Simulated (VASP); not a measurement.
# Ge (P6_522) in VASP: a series of runs

One crystal, Ge, is run at these levels: PBE; tasks: single point, relaxation of cell and atoms.

All numbers are computed with VASP 6.6.1; they aren't measurements. Logs are shortened: lines on timing, memory, paths and dates and some standing lists are left out, and cuts for length are marked.

## Step 1: The structure

The structure is hexagonal, space group P6_522 (No. 179). The conventional cell has a = 6.412 Å, b = 6.412 Å, c = 3.968 Å, α = 90.00°, β = 90.00°, γ = 120.00°. Ge (site symmetry 2) is surrounded by 4 Ge at 2.50 to 2.53 Å.

The cell was built by a generator and needn't be a form met in nature.

## Step 2: Single point, PBE

Input file INCAR:

```
SYSTEM = Ge
  PREC = Accurate
  ENCUT = 520
  EDIFF = 1E-7
  ISMEAR = 0
  SIGMA = 0.1
  LREAL = .FALSE.
  LASPH = .TRUE.
  NELM = 100
  ALGO = Fast
  ISIF = 2
  LWAVE = .FALSE.
  LCHARG = .FALSE.
  GGA = PE
  NBANDS = 51
```

Input file KPOINTS:

```
regular mesh
0
G
  6 6 10
  0 0 0
```

Input file POSCAR:

```
Ge
1.0
    6.4124018035      0.0000000000      0.0000000000
   -3.2062009018      5.5533028611      0.0000000000
    0.0000000000      0.0000000000      3.9676319450
Ge
6
Direct
    0.6191010746      0.0000000000      0.0000000000
    0.0000000000      0.6191010746      0.6666666667
    0.3808989254      0.3808989254      0.3333333333
    0.3808989254      0.0000000000      0.5000000000
    0.0000000000      0.3808989254      0.1666666667
    0.6191010746      0.6191010746      0.8333333333
```

Potentials or basis: VASP PAW PBE potentials, release 64 (Ge_d).

Started as:

```bash
cat potpaw_PBE.64/Ge_d/POTCAR > POTCAR
mpirun -np 1 vasp_std > vasp.out
```

OUTCAR:

```text
SYSTEM = Ge
   PREC = Accurate
   ENCUT = 520
   EDIFF = 1E-7
   ISMEAR = 0
   LREAL = .FALSE.
   LASPH = .TRUE.
   NELM = 100
   ISIF = 2
   GGA = PE

 ion  position               nearest neighbor table
   1  0.619  0.000  0.000-   4 2.50   4 2.50   5 2.53   6 2.53
   2  0.000  0.619  0.667-   5 2.50   5 2.50   6 2.53   4 2.53
   3  0.381  0.381  0.333-   6 2.50   6 2.50   5 2.53   4 2.53
   4  0.381  0.000  0.500-   1 2.50   1 2.50   2 2.53   3 2.53
   5  0.000  0.381  0.167-   2 2.50   2 2.50   3 2.53   1 2.53
   6  0.619  0.619  0.833-   3 2.50   3 2.50   2 2.53   1 2.53

  LATTYP: Found a hexagonal cell.
 ALAT       =     6.4124018035
 C/A-ratio  =     0.6187435015

  Lattice vectors:

 A1 = (   6.4124018035,   0.0000000000,   0.0000000000)
 A2 = (  -3.2062009018,   5.5533028611,   0.0000000000)
 A3 = (   0.0000000000,   0.0000000000,   3.9676319450)

Analysis of symmetry for initial positions (statically):
=====================================================================
 Subroutine PRICEL returns:
 Original cell was already a primitive cell.

 Routine SETGRP: Setting up the symmetry group for a
 hexagonal supercell.

 Subroutine GETGRP returns: Found 12 space group operations
 (whereof  2 operations were pure point group operations)
 out of a pool of 24 trial point group operations.

The static configuration has the point symmetry C_2 .
 The point group associated with its full space group is D_6 .

Analysis of symmetry for dynamics (positions and initial velocities):
=====================================================================
 Subroutine PRICEL returns:
 Original cell was already a primitive cell.

 Routine SETGRP: Setting up the symmetry group for a
 hexagonal supercell.

 Subroutine GETGRP returns: Found 12 space group operations
 (whereof  2 operations were pure point group operations)
 out of a pool of 24 trial point group operations.

The dynamic configuration has the point symmetry C_2 .
 The point group associated with its full space group is D_6 .

 Subroutine INISYM returns: Found 12 space group operations
 (whereof  2 operations are pure point group operations),
 and found     1 'primitive' translations

----------------------------------------------------------------------------------------

                                     Primitive cell

  volume of cell :     141.2874

  direct lattice vectors                    reciprocal lattice vectors
     6.412401803  0.000000000  0.000000000     0.155947807  0.090036508  0.000000000
    -3.206200902  5.553302861  0.000000000     0.000000000  0.180073017  0.000000000
     0.000000000  0.000000000  3.967631945     0.000000000  0.000000000  0.252039507

  length of vectors
     6.412401803  6.412401804  3.967631945     0.180073017  0.180073017  0.252039507

  position of ions in fractional coordinates (direct lattice)
     0.619101075  0.000000000  0.000000000
     1.000000000  0.619101075  0.666666667
     0.380898925  0.380898925  0.333333333
     0.380898925  0.000000000  0.500000000
     1.000000000  0.380898925  0.166666667
     0.619101075  0.619101075  0.833333333

  ion indices of the primitive-cell ions
   primitive index   ion index
                 1           1
                 2           2
                 3           3
                 4           4
                 5           5
                 6           6

----------------------------------------------------------------------------------------

 KPOINTS: regular mesh

Automatic generation of k-mesh.
 Grid dimensions read from file:
 generate k-points for:    6    6   10

 Generating k-lattice:

  Cartesian coordinates                     Fractional coordinates (reciprocal lattice)
     0.025991301  0.015006085  0.000000000     0.166666667 -0.000000000  0.000000000
     0.000000000  0.030012169  0.000000000     0.000000000  0.166666667  0.000000000
     0.000000000  0.000000000  0.025203951     0.000000000  0.000000000  0.100000000

  Length of vectors
     0.030012169  0.030012169  0.025203951

  Shift w.r.t. Gamma in fractional coordinates (k-lattice)
     0.000000000  0.000000000  0.000000000

 Subroutine IBZKPT returns following result:
 ===========================================

 Found     42 irreducible k-points:

 Following reciprocal coordinates:
            Coordinates               Weight
  0.000000  0.000000  0.000000      1.000000
  0.166667  0.000000  0.000000      6.000000
  0.333333  0.000000  0.000000      6.000000
  0.500000  0.000000  0.000000      3.000000
  0.166667  0.166667  0.000000      6.000000
  0.333333  0.166667  0.000000     12.000000
[... 16 lines left out ...]
  0.166667  0.000000  0.300000     12.000000
  0.333333  0.000000  0.300000     12.000000
 [... further k-points ...]
   k-points           NKPTS =     42   k-points in BZ     NKDIM =     42   number of bands    NBANDS=     51
   number of dos      NEDOS =    301   number of ions     NIONS =      6
   total plane-waves  NPLWV =  69120
   dimension x,y,z NGX =    48 NGY =   48 NGZ =   30
   dimension x,y,z NGXF=    96 NGYF=   96 NGZF=   60
   ions per type =               6
   NGX,Y,Z   is equivalent  to a cutoff of  12.44, 12.44, 12.57 a.u.
   NGXF,Y,Z  is equivalent  to a cutoff of  24.89, 24.89, 25.14 a.u.
 SYSTEM =  Ge
   PREC   = accura    normal or accurate (medium, high low for compatibility)
   ISTART =      0    job   : 0-new  1-cont  2-samecut
   ICHARG =      2    charge: 1-file 2-atom 10-const
   ISPIN  =      1    spin polarized calculation?
   LNONCOLLINEAR =      F non collinear calculations
   LSORBIT =      F    spin-orbit coupling
   LASPH  =      T    aspherical Exc in radial PAW
   ENCUT  =  520.0 eV  38.22 Ry    6.18 a.u.  11.92 11.92  7.38*2*pi/ulx,y,z
   NELM   =    100;   NELMIN=  2; NELMDL= -5     # of ELM steps
   EDIFF  = 0.1E-06   stopping-criterion for ELM
   LREAL  =      F    real-space projection
   EDIFFG = 0.1E-05   stopping-criterion for IOM
   NSW    =      0    number of steps for IOM
   IBRION =     -1    ionic relax: 0-MD 1-quasi-New 2-CG
   NFREE  =      0    steps in history (QN), initial steepest desc. (CG)
   ISIF   =      2    stress and relaxation
   ISYM   =      2    0-nonsym 1-usesym 2-fastsym
   POTIM  = 0.5000    time-step for ionic-motion
   TEBEG  =    0.0;   TEEND  =   0.0 temperature during run
   PSTRESS=    0.0 pullay stress
   NELECT =      84.0000    total number of electrons
   NUPDOWN=      -1.0000    fix difference up-down
   EMIN   =  10.00;   EMAX   =-10.00  energy-range for DOS
   EFERMI =   0.00;   METHOD = LEGACY
   ISMEAR =     0;   SIGMA  =   0.10  broadening in eV -4-tet -1-fermi 0-gaus
   EFERMI_NEDOS =   21; number of points for ismear=-14 and -15
   IALGO  =     68    algorithm
   IMIX   =      4    mixing-type and parameters
     AMIX     =   0.40;   BMIX     =  1.00
     AMIX_MAG =   1.60;   BMIX_MAG =  1.00
  volume/ion in A,a.u.               =      23.55       158.91
  Fermi-wavevector in a.u.,A,eV,Ry     =   1.376576  2.601351 25.782506  1.894961
  Thomas-Fermi vector in A             =   2.501808
   LORBIT       =      0    0 simple, 1 ext, 2 COOP (PROOUT), +10 PAW based schemes
   GGA     = PE    functional components
   LHFCALC =     F    Hartree Fock is set to
   AEXX    =    0.0000 exact exchange contribution
   IVDW    =     0    specifies the selected vdW correction
   LEPSILON=     F    determine dielectric tensor
   LRPA    =     F    only Hartree local field effects (RPA)
 non-spin polarized calculation
 RMM-DIIS sequential band-by-band and
 Gauss-broadening in eV      SIGMA  =   0.10
  energy-cutoff  :      520.00
  volume of cell :      141.29
 maximum number of plane-waves:      3834
 NGX is ok and might be reduce to    48
   NGX = 23   NGY = 23   NGZ = 15

 number of electron      83.9999995 magnetization

 Free energy of the ion-electron system (eV)
  ---------------------------------------------------
  ext. energy  EPLUGINS =         0.00000000
  ---------------------------------------------------
  free energy    TOTEN  =       -26.33830998 eV

  energy without entropy =      -26.33765549  energy(sigma->0) =      -26.33798274

 E-fermi :   4.5487     XC(G=0):  -9.7836

 val. band max:        4.5125032285   @ k =   0.0000   0.0000   0.0000
 cond. band min:       4.7004807163   @ k =   0.5000   0.0000   0.4000
 fundamental gap:      0.1879774878
 Fermi energy:         4.5487246923

 k-point     1 :       0.0000    0.0000    0.0000
  band No.  band energies     occupation
      1     -20.2393      2.00000
      2     -20.2297      2.00000
      3     -20.2056      2.00000
      4     -20.2056      2.00000
      5     -20.1531      2.00000
      6     -20.1509      2.00000
[... 43 lines left out ...]
     50       8.5320      0.00000
     51       9.1067      0.00000

 k-point     2 :       0.1667    0.0000    0.0000
  band No.  band energies     occupation
      1     -20.2342      2.00000
      2     -20.2268      2.00000
      3     -20.2060      2.00000
      4     -20.2050      2.00000
      5     -20.1574      2.00000
      6     -20.1545      2.00000
[... 43 lines left out ...]
     50       8.7930      0.00000
     51       9.0414      0.00000

 k-point     3 :       0.3333    0.0000    0.0000
  band No.  band energies     occupation
      1     -20.2211      2.00000
      2     -20.2194      2.00000
      3     -20.2067      2.00000
      4     -20.2031      2.00000
      5     -20.1682      2.00000
      6     -20.1622      2.00000
[... 43 lines left out ...]
     50       8.7910      0.00000
     51      10.0785      0.00000
[... 1027 lines left out ...]
 k-point    23 :       0.1667    0.0000    0.3000
  band No.  band energies     occupation
      1     -20.2244      2.00000
      2     -20.2215      2.00000
      3     -20.2146      2.00000
      4     -20.1831      2.00000
      5     -20.1797      2.00000
      6     -20.1745      2.00000
[... 43 lines left out ...]
     50       9.9007      0.00000
     51      10.6090      0.00000

 k-point    24 :       0.3333    0.0000    0.3000
  band No.  band energies     occupation
      1     -20.2168      2.00000
      2     -20.2137      2.00000
      3     -20.2122      2.00000
      4     -20.1888      2.00000
      5     -20.1796      2.00000
      6     -20.1733      2.00000
[... 43 lines left out ...]
     50       9.8087      0.00000
     51      10.3441      0.00000

 [... further k-points ...]

------------------------ aborting loop because EDIFF is reached ----------------------------------------

  FORCE on cell =-STRESS in cart. coord.  units (eV):
  Direction    XX          YY          ZZ          XY          YZ          ZX
  --------------------------------------------------------------------------------------
  -------------------------------------------------------------------------------------
  Total       -0.0273105     -0.0273105     -0.0398144      0.0000000      0.0000000      0.0000000
  in kB       -0.3096966     -0.3096966     -0.4514889      0.0000000      0.0000000      0.0000000
  external PRESSURE =      -0.3569607 kB  Pullay stress =       0.0000000 kB

 VOLUME and BASIS-vectors are now :
 -----------------------------------------------------------------------------
  energy-cutoff  :      520.00
  volume of cell :      141.29
      direct lattice vectors                 reciprocal lattice vectors
     6.412401803  0.000000000  0.000000000     0.155947807  0.090036508  0.000000000
    -3.206200902  5.553302861  0.000000000     0.000000000  0.180073017  0.000000000
     0.000000000  0.000000000  3.967631945     0.000000000  0.000000000  0.252039507

 POSITION                                       TOTAL-FORCE (eV/Angst)
 -----------------------------------------------------------------------------------
      3.96992      0.00000      0.00000        -0.000732     -0.000000      0.000000
     -1.98496      3.43806      2.64509         0.000366     -0.000634     -0.000000
      1.22124      2.11525      1.32254         0.000366      0.000634      0.000000
      2.44248      0.00000      1.98382         0.000732     -0.000000     -0.000000
     -1.22124      2.11525      0.66127        -0.000366      0.000634      0.000000
      1.98496      3.43806      3.30636        -0.000366     -0.000634      0.000000
 -----------------------------------------------------------------------------------
    total drift:                                0.000000     -0.000000     -0.000000

  FREE ENERGIE OF THE ION-ELECTRON SYSTEM (eV)
  ---------------------------------------------------
  free  energy   TOTEN  =       -26.3383099832 eV

  energy  without entropy=      -26.3376554915  energy(sigma->0) =      -26.33798274
```

Wall time 2.9 min (1 thread of Intel Xeon Platinum 8559C (Emerald Rapids), shared host); peak memory 0.36 GiB.

Results:

```
Free energy            : -26.3383 eV
Pressure               : 0.0 GPa
Band gap on the k mesh : none (metal or under the smearing width)
```

## Step 3: Single point, PBE

Input file INCAR:

```
  PREC = Accurate
  ENCUT = 520
  EDIFF = 1E-7
  ISMEAR = 0
  SIGMA = 0.1
  LREAL = F
  LASPH = T
  NELM = 100
  ALGO = Fast
  ISIF = 2
  LWAVE = F
  LCHARG = F
  GGA = PE
  NBANDS = 51
```

Input file KPOINTS:

```
regular mesh
0
Gamma
  3 3 6
```

Input file POSCAR:

```
Ge
1.0
    6.4071934585      0.0000000000      0.0000000000
   -3.2035967293      5.5487923020      0.0000000000
    0.0000000000      0.0000000000      3.9699266471
Ge
6
Direct
    0.6187285504      0.0000000000      0.0000000000
    0.0000000000      0.6187285504      0.6666666667
    0.3812714496      0.3812714496      0.3333333333
    0.3812714496      0.0000000000      0.5000000000
    0.0000000000      0.3812714496      0.1666666667
    0.6187285504      0.6187285504      0.8333333333
```

Potentials or basis: VASP PAW PBE potentials, release 64 (Ge_d).

Started as:

```bash
cat potpaw_PBE.64/Ge_d/POTCAR > POTCAR
mpirun -np 1 vasp_std > vasp.out
```

OUTCAR:

```text
PREC = Accurate
   ENCUT = 520
   EDIFF = 1E-7
   ISMEAR = 0
   LREAL = F
   LASPH = T
   NELM = 100
   ISIF = 2
   GGA = PE

 ion  position               nearest neighbor table
   1  0.619  0.000  0.000-   4 2.50   4 2.50   5 2.53   6 2.53
   2  0.000  0.619  0.667-   5 2.50   5 2.50   6 2.53   4 2.53
   3  0.381  0.381  0.333-   6 2.50   6 2.50   5 2.53   4 2.53
   4  0.381  0.000  0.500-   1 2.50   1 2.50   2 2.53   3 2.53
   5  0.000  0.381  0.167-   2 2.50   2 2.50   3 2.53   1 2.53
   6  0.619  0.619  0.833-   3 2.50   3 2.50   2 2.53   1 2.53

  LATTYP: Found a hexagonal cell.
 ALAT       =     6.4071934585
 C/A-ratio  =     0.6196046167

  Lattice vectors:

 A1 = (   6.4071934585,   0.0000000000,   0.0000000000)
 A2 = (  -3.2035967293,   5.5487923020,   0.0000000000)
 A3 = (   0.0000000000,   0.0000000000,   3.9699266471)

Analysis of symmetry for initial positions (statically):
=====================================================================
 Subroutine PRICEL returns:
 Original cell was already a primitive cell.

[... 172 lines left out ...]
 cond. band min:       4.9144400143   @ k =   0.3333   0.3333   0.1667
 fundamental gap:      0.3832306473
 Fermi energy:         4.5370339234

 k-point     1 :       0.0000    0.0000    0.0000
  band No.  band energies     occupation
      1     -20.2296      2.00000
      2     -20.2222      2.00000
      3     -20.1984      2.00000
      4     -20.1984      2.00000
      5     -20.1449      2.00000
      6     -20.1418      2.00000
[... 637 lines left out ...]
     50       9.2259      0.00000
     51       9.6002      0.00000

------------------------ aborting loop because EDIFF is reached ----------------------------------------

  FORCE on cell =-STRESS in cart. coord.  units (eV):
  Direction    XX          YY          ZZ          XY          YZ          ZX
  --------------------------------------------------------------------------------------
  -------------------------------------------------------------------------------------
  Total        0.1087307      0.1087307      0.1810183     -0.0000000     -0.0000000      0.0000000
  in kB        1.2342808      1.2342808      2.0548696     -0.0000000     -0.0000000      0.0000000
  external PRESSURE =       1.5078104 kB  Pullay stress =       0.0000000 kB

 VOLUME and BASIS-vectors are now :
 -----------------------------------------------------------------------------
  energy-cutoff  :      520.00
  volume of cell :      141.14
      direct lattice vectors                 reciprocal lattice vectors
     6.407193459  0.000000000  0.000000000     0.156074576  0.090109698  0.000000000
    -3.203596729  5.548792302  0.000000000     0.000000000  0.180219397  0.000000000
     0.000000000  0.000000000  3.969926647     0.000000000  0.000000000  0.251893823

 POSITION                                       TOTAL-FORCE (eV/Angst)
 -----------------------------------------------------------------------------------
      3.96431      0.00000      0.00000         0.009608      0.000000      0.000000
     -1.98216      3.43320      2.64662        -0.004804      0.008321      0.000000
      1.22144      2.11560      1.32331        -0.004804     -0.008321     -0.000000
      2.44288      0.00000      1.98496        -0.009608      0.000000     -0.000000
     -1.22144      2.11560      0.66165         0.004804     -0.008321     -0.000000
      1.98216      3.43320      3.30827         0.004804      0.008321      0.000000
 -----------------------------------------------------------------------------------
    total drift:                                0.000000     -0.000000      0.000000

  FREE ENERGIE OF THE ION-ELECTRON SYSTEM (eV)
  ---------------------------------------------------
  free  energy   TOTEN  =       -26.3435390744 eV

  energy  without entropy=      -26.3411211731  energy(sigma->0) =      -26.34233012
```

Wall time 67 s (1 thread of AMD EPYC 9R45 (Zen 5), shared host); peak memory 0.23 GiB.

What came out:

* Free energy: -26.3435 eV
* Pressure: 0.2 GPa
* Largest force: 0.010 eV/Å
* Band gap on the k mesh: none (metal or under the smearing width)

Forces on the atoms (eV/Å):
```
Ge   0.010  0.000  0.000
Ge  -0.005  0.008  0.000
Ge  -0.005 -0.008  0.000
Ge  -0.010  0.000  0.000
Ge   0.005 -0.008  0.000
Ge   0.005  0.008  0.000
```

Levels at points of the mesh, in eV from the Fermi level:
```
           k point  band 39  band 40  band 41  band 42  band 43  band 44  band 45  band 46
(0.00, 0.00, 0.00)    -1.75    -0.81    -0.11    -0.01    -0.01     1.92     1.92     3.05
(0.00, 0.00, 0.50)    -3.30    -3.30    -2.86    -2.86     1.01     1.01     3.31     3.31
```

Caveat: the k mesh is coarse (spacing up to 0.38 Å⁻¹), so the values aren't converged.

(Part 1 of 2 ends here.)
